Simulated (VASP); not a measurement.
# GaN (Fm-3m) in VASP: notebook, part 2 of 2

VASP 6.6.1. The steps go on from the part before.

**4. G0W0 quasiparticle levels, PBE**

POSCAR

```
GaN
1.0
    0.0000000000      2.1352350000      2.1352350000
    2.1352350000      0.0000000000      2.1352350000
    2.1352350000      2.1352350000      0.0000000000
Ga N
1 1
Direct
    0.0000000000      0.0000000000      0.0000000000
    0.5000000000      0.5000000000      0.5000000000
```

INCAR.step1

```
ALGO = Fast
EDIFF = 1E-8
ENCUT = 500
GGA = PE
ISMEAR = 0
LASPH = True
LCHARG = False
LREAL = False
LWAVE = True
NELM = 80
PREC = Accurate
SIGMA = 0.01
```

INCAR.step2

```
ALGO = Exact
EDIFF = 1E-8
ENCUT = 500
GGA = PE
ISMEAR = 0
ISTART = 1
LASPH = True
LCHARG = False
LOPTICS = True
LREAL = False
LWAVE = True
NBANDS = 67
NELM = 1
PREC = Accurate
SIGMA = 0.01
```

INCAR.step3

```
ALGO = EVGW0
EDIFF = 1E-8
ENCUT = 500
ENCUTGW = 120
GGA = PE
ISMEAR = 0
ISTART = 1
LASPH = True
LCHARG = False
LREAL = False
LWAVE = True
NBANDS = 67
NBANDSGW = 17
NELMGW = 1
NOMEGA = 64
PREC = Accurate
PRECFOCK = Fast
SIGMA = 0.01
```

INCAR.step4

```
ALGO = BSE
ANTIRES = 0
EDIFF = 1E-8
ENCUT = 500
ENCUTGW = 120
GGA = PE
ISMEAR = 0
ISTART = 1
LASPH = True
LCHARG = False
LREAL = False
LWAVE = False
NBANDS = 67
NBANDSO = 3
NBANDSV = 6
NBSEEIG = 10
OMEGAMAX = 20
PREC = Accurate
PRECFOCK = Fast
SIGMA = 0.01
```

KPOINTS

```
k-points
0
Gamma
  7 7 7
```

Potentials or basis: VASP PAW PBE potentials, release 64 (Ga_d_GW, N_GW).

Started as:

```
cat potpaw_PBE.64/Ga_d_GW/POTCAR potpaw_PBE.64/N_GW/POTCAR > POTCAR
cp INCAR.step1 INCAR
mpirun -np 1 vasp_std > vasp.out
cp INCAR.step2 INCAR
mpirun -np 1 vasp_std > vasp.out
cp INCAR.step3 INCAR
mpirun -np 1 vasp_std > vasp.out
cp INCAR.step4 INCAR
mpirun -np 1 vasp_std > vasp.out
```

OUTCAR:

```text
EDIFF = 1E-8
   ENCUT = 500
   ENCUTGW = 120
   GGA = PE
   ISMEAR = 0
   ISTART = 1
   LASPH = True
   LREAL = False
   PREC = Accurate
   PRECFOCK = Fast

 ion  position               nearest neighbor table
   1  0.000  0.000  0.000-   2 2.14   2 2.14   2 2.14   2 2.14   2 2.14   2 2.14
   2  0.500  0.500  0.500-   1 2.14   1 2.14   1 2.14   1 2.14   1 2.14   1 2.14

  LATTYP: Found a face centered cubic cell.
 ALAT       =     4.2704700000

  Lattice vectors:

 A1 = (   0.0000000000,   2.1352350000,   2.1352350000)
 A2 = (   2.1352350000,   0.0000000000,   2.1352350000)
 A3 = (   2.1352350000,   2.1352350000,   0.0000000000)

Analysis of symmetry for initial positions (statically):
[... 141 lines left out ...]
  volume/ion in A,a.u.               =       9.74        65.70
  Fermi-wavevector in a.u.,A,eV,Ry     =   1.594814  3.013761 34.605481  2.543431
  Thomas-Fermi vector in A             =   2.692830
   LORBIT       =      0    0 simple, 1 ext, 2 COOP (PROOUT), +10 PAW based schemes
   GGA     = PE    functional components
   LHFCALC =     T    Hartree Fock is set to
   PRECFOCK=fast      Normal, Fast or Accurate (Low or Medium for compatibility)
   ENCUT4O =  -1.0   cutoff for four orbital integrals eV
   NKREDX  =     1    reduce k-point grid by
   NKREDY  =     1    reduce k-point grid by
   NKREDZ  =     1    reduce k-point grid by
   AEXX    =    1.0000 exact exchange contribution
   HFSCREEN=    0.0000 screening length (either q_TF or 0.3 A-1)
   HFSCREENC=   0.0000 screening length for correlation (either q_TF or 0.3 A-1)
   ENCUTFOCK=  -1.0 apply spherical cutoff to Coloumb kernel
   IVDW    =     0    specifies the selected vdW correction
   LEPSILON=     F    determine dielectric tensor
   LRPA    =     F    only Hartree local field effects (RPA)
   LRPAFORCE           =     F    calculate RPA forces
   ENCUTGW             = 120.0    cutoff for response function in eV
   ENCUTGWSOFT         =  96.0    soft cutoff for Coulomb kernel in GW response function in eV
   ENCUTLF             =  -1.0    cutoff for local field effects
   NELMGW              =     1    number of iterations in solving QP/BSE equation
   NELMHF              =     1    number of iterations in the inner HF iteration
   NKREDLFX            =     1    NKREDLFY  =   1   NKREDLFZ  =   1
 non-spin polarized calculation
 Gauss-broadening in eV      SIGMA  =   0.01
  energy-cutoff  :      500.00
  volume of cell :       19.47
 maximum number of plane-waves:       531
 NGX is ok and might be reduce to    24
  NGX = 14; NGY = 14; NGZ = 14
   NGX = 11   NGY = 11   NGZ = 11
 maximum number of plane-waves:        61
 NGX is ok and might be reduce to    14

 BSE (scaLAPACK) attempting allocation of   0.356 Gbyte  rank=   4716

=======================================================================
```

OUTCAR.step2:

```text
EDIFF = 1E-8
   ENCUT = 500
   GGA = PE
   ISMEAR = 0
[... 1030 lines left out ...]
  --------------------------------------------------------------------------------------------------------------
     0.00000     9.42103     9.42103     9.42103    -0.00000    -0.00000    -0.00000
     1.51720    10.31057    10.31057    10.31057     0.00000    -0.00000    -0.00000
     3.03441    12.60521    12.60521    12.60521     0.00000    -0.00000    -0.00000
     4.55161    13.84942    13.84942    13.84942    -0.00000    -0.00000    -0.00000
     6.06881     8.34446     8.34446     8.34446     0.00000     0.00000    -0.00000
     7.58602    -0.07673    -0.07673    -0.07673    -0.00000     0.00000    -0.00000
[... 92 lines left out ...]
   148.68592     0.95289     0.95289     0.95289     0.00000     0.00000     0.00000
   150.20312     0.95409     0.95409     0.95409     0.00000     0.00000     0.00000
```

It took 12 min on 1 thread of Intel Xeon 6975P-C (Granite Rapids), shared host; peak memory 1.4 GiB.

Results:

| Property | Result |
| --- | --- |
| Band gap on the k mesh, mean-field level | 0.81 eV, indirect (least direct gap 2.37 eV) |
| Quasiparticle gap | 1.60 eV |
| Least direct quasiparticle gap | 3.30 eV |

Dielectric function (mean over the directions given):
```tsv
energy (eV)	real part	imaginary part
0.32	8.87	0.02
0.96	9.08	0.05
1.60	9.58	0.11
2.32	10.80	0.27
2.96	14.51	4.05
3.68	13.42	0.96
4.32	18.41	17.71
5.04	16.62	17.98
5.69	15.09	26.26
6.41	2.26	9.84
7.05	-3.61	8.65
7.69	-3.18	3.66
8.41	-1.40	4.84
9.05	0.09	5.43
9.77	-0.26	12.99
10.41	-0.60	3.67
11.13	-2.82	6.20
11.77	-1.66	3.57
12.49	-2.95	2.97
13.13	-3.25	3.35
13.77	-2.10	2.50
14.49	-1.88	0.89
15.14	-1.87	1.18
15.86	-1.49	1.09
16.50	-1.27	0.39
17.22	-1.28	0.50
17.86	-1.19	0.53
18.58	-0.80	0.26
19.22	-0.72	0.22
19.94	-0.64	0.06
```

Lowest excitation energies (eV) and strengths:
```
energy  strength
 3.051      12.4
 3.051      12.4
 3.051      12.4
 4.326         0
 4.326         0
 4.326         0
 4.334      29.4
 4.334      29.4
 4.334      29.4
 4.375         0
```

Caveat: the cutoff is under 1.25 times the usual one of these potentials, so pressure, stress and relaxed cells hold a basis-set (Pulay) error; bands, screening cutoff and mesh are small and nothing is extrapolated, so the quasiparticle values aren't converged; spectra need much finer meshes, so this one isn't converged; an odd mesh through Γ misses points on the zone boundary, where band edges often lie.

**5. EvGW quasiparticle levels, PBE**

POSCAR is that of step 4.

INCAR.step1

```
SYSTEM = GaN
PREC = Accurate ; ENCUT = 500
EDIFF = 1E-8 ; ISMEAR = 0
SIGMA = 0.01 ; LREAL = .False.
LASPH = .True. ; NELM = 80
ALGO = Fast ; LWAVE = .True.
LCHARG = .False. ; GGA = PE
```

INCAR.step2

```
SYSTEM = GaN
PREC = Accurate ; ENCUT = 500
EDIFF = 1E-8 ; ISMEAR = 0
SIGMA = 0.01 ; LREAL = .False.
LASPH = .True. ; NELM = 1
ALGO = Exact ; LWAVE = .True.
LCHARG = .False. ; GGA = PE
NBANDS = 74 ; LOPTICS = .True.
ISTART = 1
```

INCAR.step3

```
SYSTEM = GaN
PREC = Accurate ; ENCUT = 500
EDIFF = 1E-8 ; ISMEAR = 0
SIGMA = 0.01 ; LREAL = .False.
LASPH = .True. ; ALGO = EVGW
LWAVE = .False. ; LCHARG = .False.
GGA = PE ; NELMGW = 4
NBANDS = 74 ; ENCUTGW = 100
NOMEGA = 48 ; PRECFOCK = Fast
ISTART = 1 ; NBANDSGW = 17
```

KPOINTS

```
Automatic mesh
0
Gamma
  7 7 7
  0 0 0
```

Potentials or basis: VASP PAW PBE potentials, release 64 (Ga_d_GW, N_GW).

Started as:

```
cat potpaw_PBE.64/Ga_d_GW/POTCAR potpaw_PBE.64/N_GW/POTCAR > POTCAR
cp INCAR.step1 INCAR
mpirun -np 1 vasp_std > vasp.out
cp INCAR.step2 INCAR
mpirun -np 1 vasp_std > vasp.out
cp INCAR.step3 INCAR
mpirun -np 1 vasp_std > vasp.out
```

OUTCAR:

```text
SYSTEM = GaN
   PREC = Accurate
   ENCUT = 500
   EDIFF = 1E-8
   ISMEAR = 0
   LREAL = .False.
   LASPH = .True.
   GGA = PE
   NELMGW = 4
   ENCUTGW = 100
   PRECFOCK = Fast
   ISTART = 1

 ion  position               nearest neighbor table
   1  0.000  0.000  0.000-   2 2.14   2 2.14   2 2.14   2 2.14   2 2.14   2 2.14
   2  0.500  0.500  0.500-   1 2.14   1 2.14   1 2.14   1 2.14   1 2.14   1 2.14

  LATTYP: Found a face centered cubic cell.
 ALAT       =     4.2704700000

  Lattice vectors:

 A1 = (   0.0000000000,   2.1352350000,   2.1352350000)
[... 166 lines left out ...]
   ENCUTLF             =  -1.0    cutoff for local field effects
   NELMGW              =     4    number of iterations in solving QP/BSE equation
   NELMHF              =     1    number of iterations in the inner HF iteration
   NKREDLFX            =     1    NKREDLFY  =   1   NKREDLFZ  =   1
 non-spin polarized calculation
 Gauss-broadening in eV      SIGMA  =   0.01
  energy-cutoff  :      500.00
  volume of cell :       19.47
 maximum number of plane-waves:       531
 NGX is ok and might be reduce to    24
  NGX = 14; NGY = 14; NGZ = 14
   NGX = 11   NGY = 11   NGZ = 11
 maximum number of plane-waves:        59
 NGX is ok and might be reduce to    14

 QP shifts <psi_nk| G(iteration)W_0 |psi_nk>: iteration 1
 for sc-GW calculations column KS-energies equals QP-energies in previous step
 and V_xc(KS)=  KS-energies - (<T + V_ion + V_H > + <T+V_H+V_ion>^1  + <V_x>^1)

 k-point   1 :       0.0000    0.0000    0.0000
  band No.  KS-energies  QP-energies   sigma(KS)   V_xc(KS)     V^pw_x(r,r')   Z            occupation Imag(sigma)

      1      -9.6879     -10.4318     -15.5808     -14.4870     -24.2781       0.6801       2.0000       1.3876
      2      -6.7647      -9.9465     -26.0245     -21.6615     -35.0146       0.7293       2.0000       0.2078
      3      -6.7647      -9.9465     -26.0245     -21.6615     -35.0146       0.7293       2.0000       0.2078
      4      -6.7647      -9.9465     -26.0245     -21.6615     -35.0146       0.7293       2.0000       0.2078
      5      -6.6772      -9.9402     -26.3097     -21.8485     -35.4525       0.7314       2.0000       0.2546
      6      -6.6772      -9.9402     -26.3097     -21.8485     -35.4525       0.7314       2.0000       0.2546
[... 1661 lines left out ...]
      3     -11.2434     -11.3357     -26.3588      14.9930     -35.2651       0.7545       2.0000       0.2910
      4     -11.2753     -11.3700     -26.3289      14.9292     -34.9643       0.7615       2.0000       0.2086
      5     -11.1418     -11.2362     -26.6936      15.4281     -35.3869       0.7630       2.0000       0.1944
      6      -6.6429      -6.7040     -22.0525      15.3295     -30.0183       0.7626       2.0000       0.6157
[... 9 lines left out ...]
     16      35.1887      35.2102     -10.7026      45.9176      -3.5764       0.8145       0.0000      -0.9509
     17      35.5779      35.5945     -12.9675      48.5656      -5.6651       0.8234       0.0000      -1.2633
```

OUTCAR.step1:

```text
SYSTEM = GaN
   PREC = Accurate
   ENCUT = 500
   EDIFF = 1E-8
   ISMEAR = 0
   LREAL = .False.
   LASPH = .True.
[... 536 lines left out ...]
      0.00000      0.00000      0.00000        -0.000000      0.000000      0.000000
      2.13524      2.13524      2.13524         0.000000     -0.000000     -0.000000
 -----------------------------------------------------------------------------------
    total drift:                                0.000000     -0.000000     -0.000000

  FREE ENERGIE OF THE ION-ELECTRON SYSTEM (eV)
  ---------------------------------------------------
  free  energy   TOTEN  =       -11.2079178553 eV

  energy  without entropy=      -11.2079178553  energy(sigma->0) =      -11.20791786
```

OUTCAR.step2:

```text
SYSTEM = GaN
   PREC = Accurate
   ENCUT = 500
   EDIFF = 1E-8
[... 1031 lines left out ...]
  --------------------------------------------------------------------------------------------------------------
     0.00000     9.54271     9.54271     9.54271     0.00000    -0.00000     0.00000
     1.76439    11.12245    11.12245    11.12245     0.00000    -0.00000     0.00000
     3.52878    13.84239    13.84239    13.84239     0.00000    -0.00000     0.00000
     5.29317    -0.61791    -0.61791    -0.61791    -0.00000     0.00000    -0.00000
     7.05755    -4.25165    -4.25165    -4.25165    -0.00000     0.00000    -0.00000
     8.82194    -0.19858    -0.19858    -0.19858    -0.00000    -0.00000     0.00000
[... 92 lines left out ...]
   172.91008     0.96592     0.96592     0.96592    -0.00000    -0.00000    -0.00000
   174.67447     0.96672     0.96672     0.96672    -0.00000    -0.00000    -0.00000
```

Wall time 30 min (1 thread of AMD EPYC 9R45 (Zen 5), shared host); peak memory 0.49 GiB.

Results:

| Item | Value |
| --- | --- |
| Band gap on the k mesh, mean-field level | 0.81 eV, indirect (least direct gap 2.37 eV) |
| Quasiparticle gap | 1.87 eV |
| Least direct quasiparticle gap | 3.61 eV |

Levels at points of the mesh, in eV from the valence-band top:
```
           k point  band 6  band 7  band 8  band 9  band 10  band 11  band 12  band 13
(0.00, 0.00, 0.00)  -13.94   -0.44   -0.44   -0.44     1.93    14.48    14.48    14.49
```

Quasiparticle gap after each update of the energies (eV): 1.55, 1.77, 1.84, 1.87

Caveat: the cutoff is under 1.25 times the usual one of these potentials, so pressure, stress and relaxed cells hold a basis-set (Pulay) error; bands, screening cutoff and mesh are small and nothing is extrapolated, so the quasiparticle values aren't converged; an odd mesh through Γ misses points on the zone boundary, where band edges often lie.

**6. The reference run**

An earlier run on the cell as given: functional PBE; potentials or basis VASP PAW PBE potentials, release 64 (Ga_d, N); cutoff 520 eV; k mesh 11 × 11 × 11; occupations fermi-dirac, width 0.05 eV; no spin polarisation.

- Pressure: 0.4 GPa
- Band gap on the k mesh: 0.54 eV, indirect (least direct gap 2.37 eV)
